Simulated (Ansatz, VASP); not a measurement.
# C28N3 in two plane-wave programs, part 2 of 2

Aim: how closely do two programs agree when they are given the same cell, functional and k mesh? The cell is taken from a series of runs on this material, whose earlier steps may have relaxed, scaled, displaced or heated it; both programs get it as it stands.

VASP 6.6.1 and Ansatz 0.2.0.

So far: The starting structure; Ansatz: single point, HSE06.

## Step 3: VASP: single point, HSE06

Level of this step: HSE06, spin-polarised from a ferromagnetic start; plane waves and PAW (C, N) (VASP).

The same cell, functional, mesh and smearing now go to VASP, with its own data sets.

Lines of VASP's logs that name or quote its potential files are left out, and so is its time.

The run reads the wave functions of an earlier VASP run, which isn't shown here.

File INCAR:

```
SYSTEM = C28N3
PREC = Accurate
ENCUT = 520
EDIFF = 1E-06
NELM = 100
ISMEAR = -1
SIGMA = 0.01
LREAL = Auto
ALGO = Normal
LHFCALC = .TRUE.
AEXX = 0.25
GGA = PE
HFSCREEN = 0.208
LASPH = .TRUE.
NBANDS = 85
ISPIN = 2
MAGMOM = 0 -0 0 -0.01 -0 -0 -0 -0 0 -0 -0 -0.01 -0 -0 -0.01 0.03 0.03 0.01 0.01 0.03 0.01 0.01 0.01 0.01 0.01 0.01 0.01 0.32 0.03 0.03 0.03
PRECFOCK = Fast
LORBIT = 11
LWAVE = .FALSE.
LCHARG = .FALSE.
ISIF = 2
NUPDOWN = 1
```

File POSCAR:

```
C28N3
1.0
   -3.5715817552      3.5715817552      3.5715817552
    3.5715817552     -3.5715817552      3.5715817552
    3.5715817552      3.5715817552     -3.5715817552
C N
28 3
Direct
    0.0022365791      0.0017920227      0.5019173601
    0.0040947723      0.2591028384      0.2591423369
    0.0022365791      0.5018778616      0.0018315211
    0.9960442277      0.7542792842      0.7543187827
    0.2595473948      0.0036502159      0.2591423369
    0.2595473948      0.2591028384      0.0036897144
    0.2462957157      0.5004752708      0.7427585166
    0.2462957157      0.7427190181      0.5005147693
    0.5023224180      0.0017920227      0.0018315211
    0.5009198272      0.2458511594      0.7427585166
    0.5009198272      0.7427190181      0.2458906578
    0.7547238406      0.9955996713      0.7543187827
    0.7431635745      0.2458511594      0.5005147693
    0.7431635745      0.5004752708      0.2458906578
    0.7547238406      0.7542792842      0.9956391697
    0.0083579539      0.0079133976      0.2598411426
    0.0083579539      0.2598016442      0.0079528960
    0.9941730499      0.5003755479      0.7504880906
    0.9941730499      0.7504485922      0.5004150464
    0.2602462006      0.0079133976      0.0079528960
    0.2506168693      0.2501723129      0.7436495909
    0.2506168693      0.7436100924      0.2502118114
    0.5008201043      0.9937284935      0.7504880906
    0.5008201043      0.7504485922      0.9937679919
    0.7508931485      0.9937284935      0.5004150464
    0.7440546488      0.2501723129      0.2502118114
    0.7508931485      0.5003755479      0.9937679919
    0.7664312395      0.7659866831      0.7660261815
    0.2247570886      0.4995962286      0.4996357270
    0.5000407849      0.2243125322      0.4996357270
    0.5000407849      0.4995962286      0.2243520306
```

File KPOINTS:

```
Automatic mesh
0
Gamma
1 1 1
0 0 0
```

PAW data sets: C and N (PBE family, release 64).

The run is started by

```console
> export OMP_NUM_THREADS=4
> mpirun -np 1 vasp_gam
```

Numbers of over 12 decimals in the logs are rounded to 6 here.

The program printed:

```text
[banner, memory and clock lines left out]
running    1 mpi-ranks, on    1 nodes
[...]
Offloading initialized ...    1 GPUs detected
[...]
LDA part: xc-table for (Slater+PW92), standard interpolation
 found WAVECAR, reading the header
 POSCAR, INCAR and KPOINTS ok, starting setup
[...]
reading WAVECAR
 the WAVECAR file was read successfully
 initial charge from wavefunction
 entering main loop
       N       E                     dE             d eps       ncg     rms          rms(c)
DAV:   1    -0.318703103900E+03   -0.31870E+03   -0.41836E+00   368   0.815E+00    0.287E+00
DAV:   2    -0.318718003150E+03   -0.14899E-01   -0.10706E-01   400   0.123E+00    0.171E+00
DAV:   3    -0.318707332573E+03    0.10671E-01   -0.12955E-02   427   0.443E-01    0.929E-01
DAV:   4    -0.318704652198E+03    0.26804E-02   -0.47718E-03   406   0.251E-01    0.486E-01
[...]
DAV:   8    -0.318703615517E+03    0.17278E-04   -0.99281E-06   398   0.132E-02    0.420E-02
DAV:   9    -0.318703610688E+03    0.48290E-05   -0.31788E-06   307   0.788E-03    0.235E-02
DAV:  10    -0.318703609699E+03    0.98934E-06   -0.12904E-06   251   0.496E-03
   1 F= -.31870361E+03 E0= -.31870361E+03  d E =-.325936E-15  mag=     1.0000
```

From OUTCAR (step 3):

```text
  Total      -10.2731409    -10.2731409    -10.2731409     -3.2793945     -3.2793945     -3.2793945
  in kB      -90.3175294    -90.3175294    -90.3175294    -28.8311832    -28.8311832    -28.8311832
  external PRESSURE =     -90.3175294 kB  Pullay stress =       0.0000000 kB

 POSITION                                       TOTAL-FORCE (eV/Angst)
 -----------------------------------------------------------------------------------
      1.79105      1.79423     -1.77825        -0.193471     -0.193471     -0.614392
      1.83633      0.01477      0.01448         0.004816     -0.109791     -0.109791
      1.79105     -1.77797      1.79394        -0.193471     -0.614392     -0.193471
      1.83063      3.55759      3.55731        -1.334034      0.238302      0.238302
      0.01159      1.83951      0.01448        -0.109791      0.004816     -0.109791
      0.01159      0.01477      1.83922        -0.109791     -0.109791      0.004816
      3.56065      1.74500      0.01433         0.178390     -0.550299     -0.386643
      3.56065      0.01461      1.74472         0.178390     -0.386643     -0.550299
     -1.78114      1.79423      1.79394        -0.614392     -0.193471     -0.193471
      1.74182      3.56382      0.01433        -0.550299      0.178390     -0.386643
      1.74182      0.01461      3.56354        -0.550299     -0.386643      0.178390
      3.55442      1.83380      3.55731         0.238302     -1.334034      0.238302
      0.01144      3.56382      1.74472        -0.386643      0.178390     -0.550299
      0.01144      1.74500      3.56354        -0.386643     -0.550299      0.178390
[...]
-----------------------------------------------------------------------------------
    total drift:                               -0.010019     -0.009970     -0.009779

  FREE ENERGIE OF THE ION-ELECTRON SYSTEM (eV)
  ---------------------------------------------------
  free  energy   TOTEN  =      -318.7036096988 eV

  energy  without entropy=     -318.7036096988  energy(sigma->0) =     -318.70360970

 magnetization (x)
# of ion       s       p       d       tot
------------------------------------------
    1       -0.001   0.001   0.000   0.000
    2       -0.001  -0.001   0.000  -0.003
    3       -0.001   0.001   0.000   0.000
    4       -0.003  -0.015   0.000  -0.018
    5       -0.001  -0.001   0.000  -0.003
    6       -0.001  -0.001   0.000  -0.003
    7       -0.000  -0.003   0.000  -0.003
    8       -0.000  -0.003   0.000  -0.003
    9       -0.001   0.001   0.000   0.000
   10       -0.000  -0.003   0.000  -0.003
   11       -0.000  -0.003   0.000  -0.003
   12       -0.003  -0.015   0.000  -0.018
   13       -0.000  -0.003   0.000  -0.003
[...]
--------------------------------------------------
tot          0.066   0.598   0.000   0.664

[... 3 further parts left out ...]
[key lines of the parts left out:]
E-fermi :   9.3423
```

The run ends at a pressure of -9.03 GPa, with forces up to 1.7 eV/Å.

## Step 4: Comparison

Known differences besides the potentials themselves: exact exchange at q = 0 is treated differently, which shows on coarse meshes; VASP keeps PBE cores, Ansatz makes them for the functional; the cutoff is 420 eV in Ansatz and 520 eV in VASP (PREC = Accurate, projectors in real space); VASP takes a coarser grid for exact exchange (PRECFOCK = Fast); site moments are counted in spheres of each program's own size. Total energies have different zeros and are not compared.

The two programs side by side:

```
                             quantity  Ansatz  VASP  difference
total moment, fixed by the input (μB)    1.00  1.00        0.00
                   moment on C28 (μB)    0.32  0.43       -0.11
```

Forces on 9 of the 31 atoms, those with the largest forces and the largest differences (eV/Å; atoms numbered as in POSCAR):

```
atom         Ansatz x, y, z           VASP x, y, z
  C4   -1.336, 0.236, 0.236   -1.334, 0.238, 0.238
  C5  -0.103, 0.043, -0.103  -0.110, 0.005, -0.110
  C6  -0.103, -0.103, 0.043  -0.110, -0.110, 0.005
 C12   0.236, -1.336, 0.236   0.238, -1.334, 0.238
 C15   0.236, 0.236, -1.336   0.238, 0.238, -1.334
 C28    1.034, 1.034, 1.034    0.990, 0.990, 0.990
 N29    0.177, 0.622, 0.622    0.166, 0.639, 0.639
 N30    0.622, 0.177, 0.622    0.639, 0.166, 0.639
 N31    0.622, 0.622, 0.177    0.639, 0.639, 0.166
```

The forces differ by 14 meV/Å r.m.s., which is 3.0 % of the r.m.s. force of 0.459 eV/Å (both taken over all components).

## Step 5: What came out

```
r.m.s. force difference (single point, HSE06) : 3.0 % of the r.m.s. force
```

In words: The r.m.s. force difference is 3.0 % of the r.m.s. force (single point, HSE06), at about the 3 % picked in this series as the mark of a large difference. What causes the difference of the single point, HSE06 pair stays open here. Such differences can come from data sets, numerical settings and the points named under the comparisons, not from the functional's error against experiment.

[Lines on the potential files, build, host, timing and source positions are cut from VASP's logs without a mark.]

[Logs are printed without paths, hosts, clocks, repeated set-up lines and the standing remarks that a program may print on its own settings, such as how far it seeks lower states.]

[Hosts, paths, dates, database ids (printed as entryN), source tags and the programs' standing remarks are cut or masked in the printed files.]
